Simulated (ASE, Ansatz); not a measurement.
## Atom list for Void in SrCl2 (90 atoms)

The starting structure: Fluorite-type SrCl2 (a = 6.977 Å), 2 x 2 x 2 conventional cells, the 2 Sr, 4 Cl nearest the centre removed; not relaxed, displaced by a Gaussian of 0.02 Å.

Geometry: step 2 of a relaxation. Computed with Ansatz 0.2.0: Kohn-Sham DFT, PBE, PAW (set soft_2), plane waves; cutoff 420 eV, Γ point, fermi-dirac smearing of 0.025 eV.

Extended XYZ; positions in Å, forces in eV/Å:

```xyz
90
Lattice="13.953 0.000 0.000 0.000 13.953 0.000 0.000 0.000 13.953" Properties=species:S:1:pos:R:3:forces:R:3 pbc="T T T"
Sr 13.951 13.941 13.926 0.015 0.027 0.054
Cl 1.746 1.746 1.727 -0.019 -0.031 0.055
Cl 5.202 5.191 5.205 -0.140 -0.077 -0.091
Sr 13.941 3.505 3.485 0.100 -0.054 0.007
Cl 1.707 5.260 5.253 -0.048 -0.062 0.029
Cl 5.253 1.735 1.738 -0.062 0.020 0.064
Sr 3.465 0.019 3.502 0.064 0.053 -0.050
Cl 5.232 1.713 5.250 -0.001 -0.038 -0.026
Cl 1.718 5.233 1.770 0.023 -0.021 -0.067
Sr 3.488 3.496 0.026 0.003 -0.001 0.056
Cl 5.220 5.259 1.743 0.014 -0.046 -0.107
Cl 1.736 1.735 5.241 0.005 0.050 -0.028
Sr 0.016 0.032 6.999 0.072 -0.026 0.004
Cl 1.774 1.719 8.724 -0.057 0.076 0.006
Cl 5.228 5.234 12.211 -0.083 -0.012 0.161
Sr 13.910 3.537 10.470 -0.160 0.034 0.006
Cl 1.774 5.216 12.217 -0.026 -0.056 0.042
Cl 5.248 1.728 8.735 0.038 -0.077 0.009
Sr 3.488 0.029 10.491 -0.068 -0.072 -0.125
Cl 5.242 1.728 12.224 0.021 0.047 -0.014
Cl 1.741 5.222 8.720 -0.070 0.006 0.010
Sr 3.532 3.538 6.973 0.129 0.124 -0.047
Cl 5.260 5.270 8.771 0.145 0.116 0.122
Cl 1.779 1.732 12.212 -0.075 0.034 0.004
Sr 13.901 6.964 13.893 -0.111 0.053 -0.106
Cl 1.744 8.705 1.731 -0.012 0.055 0.010
Cl 5.250 12.208 5.247 -0.059 0.130 -0.038
Sr 13.952 10.460 3.461 -0.008 -0.084 -0.080
Cl 1.735 12.198 5.227 -0.045 0.052 -0.032
Cl 5.245 8.718 1.726 -0.026 -0.012 -0.122
Sr 3.488 6.939 3.530 0.193 -0.002 0.140
Cl 5.273 8.768 5.292 0.124 0.121 0.093
Cl 1.742 12.208 1.755 0.036 -0.003 -0.044
Sr 3.494 10.454 0.009 -0.145 -0.066 -0.021
Cl 5.237 12.205 1.743 -0.075 0.053 -0.039
Cl 1.716 8.727 5.226 -0.135 -0.006 0.020
Sr 13.902 6.947 7.027 -0.122 -0.040 0.130
Cl 1.856 8.725 8.709 0.309 -0.076 0.028
Cl 5.247 12.197 12.198 -0.015 0.070 0.133
Sr 13.911 10.415 10.487 -0.017 -0.178 0.029
Cl 1.763 12.187 12.181 -0.025 0.011 0.076
Sr 3.432 6.838 10.504 -0.053 -0.094 0.040
Cl 5.227 8.728 12.080 -0.043 -0.064 -0.313
Cl 1.762 12.187 8.704 -0.063 0.037 0.005
Sr 3.432 10.487 6.884 -0.033 0.096 -0.199
Cl 5.248 12.098 8.739 0.053 -0.370 -0.009
Cl 1.790 8.699 12.195 0.017 -0.014 -0.006
Sr 6.998 0.022 0.009 0.021 0.038 0.102
Cl 8.717 1.715 1.742 0.026 0.110 -0.014
Cl 12.212 5.221 5.232 0.088 0.054 -0.091
Sr 6.967 3.540 3.537 -0.046 0.117 0.137
Cl 8.748 5.274 5.295 0.205 0.120 0.080
Cl 12.201 1.747 1.757 0.034 0.016 -0.065
Sr 10.464 0.024 3.449 -0.037 -0.048 -0.035
Cl 12.205 1.727 5.234 0.024 -0.004 0.004
Cl 8.691 5.226 1.748 0.073 -0.020 -0.042
Sr 10.471 3.561 13.874 0.003 0.037 -0.093
Cl 12.202 5.237 1.773 0.018 -0.100 -0.089
Cl 8.729 1.732 5.226 0.014 -0.082 0.050
Sr 6.977 0.039 6.945 -0.053 -0.050 0.044
Cl 8.713 1.792 8.732 0.037 0.271 -0.036
Cl 12.241 5.186 12.218 0.131 -0.077 0.167
Sr 6.946 3.518 10.540 -0.139 -0.025 0.077
Cl 8.685 5.237 12.162 -0.111 -0.133 -0.120
Cl 12.204 1.694 8.720 0.001 -0.018 0.011
Sr 10.482 0.007 10.491 0.013 0.098 0.001
Cl 12.219 1.692 12.211 -0.018 0.032 -0.018
Sr 10.553 3.496 6.944 0.001 0.000 -0.136
Cl 12.143 5.174 8.704 -0.057 -0.056 -0.153
Cl 8.722 1.747 12.204 0.010 -0.079 -0.024
Sr 7.010 6.924 13.928 0.124 0.072 -0.141
Cl 8.728 8.732 1.853 -0.032 -0.071 0.327
Cl 12.185 12.198 5.229 0.138 0.081 -0.020
Sr 6.879 10.487 3.425 -0.173 0.084 -0.002
Cl 8.718 12.115 5.258 0.043 -0.400 0.013
Cl 12.170 8.692 1.794 0.094 0.034 -0.034
Sr 10.510 6.858 3.409 -0.053 -0.185 0.101
Cl 12.100 8.722 5.233 -0.329 -0.056 -0.089
Cl 8.719 12.187 1.763 -0.013 -0.001 -0.070
Sr 10.501 10.402 13.883 0.036 -0.105 0.037
Cl 12.208 12.193 1.734 0.006 0.016 -0.022
Cl 12.197 12.212 12.176 0.005 0.058 0.021
Sr 7.046 10.546 10.673 -0.053 0.188 0.142
Cl 8.717 12.224 12.203 0.121 0.193 0.110
Cl 12.166 8.740 8.675 -0.002 0.077 -0.027
Cl 12.256 8.770 12.243 0.106 0.045 0.096
Cl 8.717 12.113 8.716 0.026 -0.315 0.022
Sr 10.684 10.541 7.034 0.101 0.186 -0.046
Cl 12.197 12.200 8.719 0.145 0.200 0.095
Cl 8.683 8.779 12.201 -0.095 0.016 -0.037
```

The main run has no spin polarisation, so any moments at edges, vacancies or dangling bonds can't form in it. Only the Γ point is sampled, in a cell whose shortest periodic width is 14 Å.

The r.m.s. force component is 0.0962 eV/Å; the longest force, 0.403 eV/Å, acts on Cl75. The energy lies 21.0 meV/atom below that of the first step of this run.

[Logs are printed without paths, hosts, clocks, repeated set-up lines and the standing remarks that a program may print on its own settings, such as how far it seeks lower states.]

[Hosts, paths, dates, database ids (printed as entryN), source tags and the programs' standing remarks are cut or masked in the printed files.]
